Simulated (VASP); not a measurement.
```
CoPt
1.0
    2.69296     0.00000     0.00000
    0.00000     2.69296     0.00000
    0.00000     0.00000     3.71525
Co Pt
1 1
Direct
  0.00000   0.00000   0.00000
  0.50000   0.50000   0.50000
```
Starting moments (μB, in the order of the record's atoms Co Pt): 1.9 0.4.

Calculation: PBE GGA, VASP's PBE PAW potentials (set 64) (plane waves; VASP). Settings: 530 eV cut-off, 12×12×9 Γ-centred mesh, first-order Methfessel-Paxton smearing of 0.10 eV, potentials Co Pt.

Finite-difference elastic constants of metals are sensitive to mesh and smearing; shear constants can be off by tens of GPa.

Task: Give the elastic stiffness tensor with the ions relaxed (GPa, in the frame of the cell).

Result: 
|  | xx | yy | zz | yz | xz | xy |
|---|---|---|---|---|---|---|
| xx | 415 | 88.5 | 171 | 0.0 | 0.0 | 0.0 |
| yy | 88.5 | 415 | 171 | 0.0 | 0.0 | 0.0 |
| zz | 171 | 171 | 298 | 0.0 | 0.0 | 0.0 |
| yz | 0.0 | 0.0 | 0.0 | 130 | 0.0 | 0.0 |
| xz | 0.0 | 0.0 | 0.0 | 0.0 | 130 | 0.0 |
| xy | 0.0 | 0.0 | 0.0 | 0.0 | 0.0 | 68.8 |

Task: Estimate the Hill bulk modulus, Hill shear modulus, Young's modulus, Poisson's ratio.

Result: 
```yaml
hill_bulk_modulus: 221 GPa
hill_shear_modulus: 105 GPa
Young's modulus: 273 GPa
Poisson's ratio: 0.294
```

The compound is CoPt in the L1_0 structure. It was relaxed first.
